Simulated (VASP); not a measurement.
Sc, 2 atoms in the cell. The structure is hexagonal, space group P6_3/mmc (No. 194). The conventional cell has a = 3.320 Å, b = 3.320 Å, c = 5.160 Å, α = 90.00°, β = 90.00°, γ = 120.00°. Sc (site symmetry -6m2) has 12 Sc at 3.21 to 3.32 Å as nearest neighbours. The cell was built by a generator and needn't be a form met in nature.

```yaml
Program: VASP 6.6.1
Task: electrostatic potential
Functional: PBE
Potentials_or_basis: VASP PAW PBE potentials, release 64 (Sc_sv)
Cutoff: 700 eV
k_mesh: 14 × 14 × 8
Occupations: methfessel-paxton, width 0.1 eV
Spin: no spin polarisation
Further_INCAR_settings: ALGO = Fast; EDIFF = 1e-06
```

Potentials or basis: VASP PAW PBE potentials, release 64 (Sc_sv).

Command:

```bash
$ cat potpaw_PBE.64/Sc_sv/POTCAR > POTCAR
$ mpirun -np 1 vasp_std > vasp.out
```

Hardware: 1 thread of Intel(R) Xeon(R) Platinum 8559C (Emerald Rapids) (shared host).

Problem. How long does it take, and how much memory?

Solution. Run time: 2.9 min on 1 thread of Intel(R) Xeon(R) Platinum 8559C (Emerald Rapids), with other jobs on the host, peak memory 0.28 GiB. Counts: scf iterations 17, k points 120.
